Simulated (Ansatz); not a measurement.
A run of Ansatz 0.2.0 is set up as follows.

File input.yaml:

```yaml
crystal:
  lattice:
    - [0.0, 2.2535006075, 2.2535006075]
    - [2.2535006075, 0.0, 2.2535006075]
    - [2.2535006075, 2.2535006075, 0.0]
  atoms:
    - { symbol: Ga, position: [0.0, 0.0, 0.0] }
    - { symbol: "N", position: [0.25, 0.25, 0.25] }
hamiltonian:
  xc: pbe
  pseudopotentials: { kind: paw }
kpoints:
  mp_grid: { grid: [10, 10, 10] }
scf:
  occupations: { method: gaussian, width: 0.03 }
output:
  forces: true
  stress: true
  eigenvalues: true
  write_density: true
  write_potential: true
  elf: true
  volumetric_format: npy
```

Potentials or basis: Ansatz PAW.

The run is started by

```sh
$ ansatz run input.yaml --threads 2 --pin off --max-ram 5632MiB --backend cpu --events-out ev --progress --plain --runs-dir out
```

Problem. What does it give for the pressure?

Solution. 5.0 GPa.

Problem. Predict the band gap on the k mesh.

Solution. 1.72 eV, direct.

Caveat: the pressure holds a Pulay correction of +0.5 GPa for the finite cutoff.

**What was measured.**

From a printed reference work, textbook, for a bulk crystal of GaN at 0 K: band gap 3.299 eV (direct).

Measured gap of GaN: 3.299 eV (direct; 0 K; a printed reference work, textbook). This calculation gives 1.72 eV (-1.58 eV). Spin-orbit coupling on Ga is left out. The value is that of PBE, without temperature or zero-point motion. Semilocal functionals fall short of measured gaps as a rule. The cell is a database's relaxed one, not the measured one, which moves gaps too.
